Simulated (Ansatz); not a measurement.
## KI: what the electron mass says about interband coupling

All numbers below come from Ansatz 0.2.0, DFT PBE, scalar-relativistic, plane waves, PAW.

Settings: cutoff 420 eV, Γ-centred mesh 6×6×6 on the computed 2-atom cell, Gaussian smearing of 0.02 eV; no spin polarisation.

Relaxed cell: Fm-3m, a = 7.176 Å, b = 7.176 Å, c = 7.176 Å, α = 90.00°, β = 90.00°, γ = 90.00°, 2 atoms in the primitive cell.

The direct gap at Γ is 3.861 eV, and at Γ the conduction band has a mass of 0.3391 mₑ and the lightest hole 0.5078 mₑ, both along x.

Question: Use two-band k·p theory to get the Kane energy. As an exercise, what mass follows if the true gap is 1.5 times the computed one (semilocal functionals can miss by more, threefold or worse in zinc and cadmium oxides)?

Answer: Coupling to the valence top alone gives mₑ/m* = 1 + E_P/E_g, so E_P = E_g (mₑ/m* − 1) = 3.861 × (2.95 − 1) = 7.5 eV. The light hole is the mirror band, mₑ/mₗₕ = E_P/E_g − 1, and gives 11.5 eV; the spread shows what other bands add. Fits to experiment give about 15 to 31 eV for common tetrahedral semiconductors; the figure from the electron is a net one, lowered by higher conduction bands, and semilocal functionals tend to give less. With E_P fixed and E_g = 5.79 eV the mass becomes 0.435 mₑ: in this model the mass grows with the gap, in proportion where E_P ≫ E_g, which is why functionals that close gaps give light electrons. A correction that opens the gap also strengthens the coupling, so the true mass usually rises less. Remote bands and spin-orbit splitting are left out of the model.

Spin-orbit coupling is left out, which matters for the bands of heavy elements.

Cost: 3 runs of about 0.31 core-minutes in all, on Arm Neoverse V1 (shared hosts).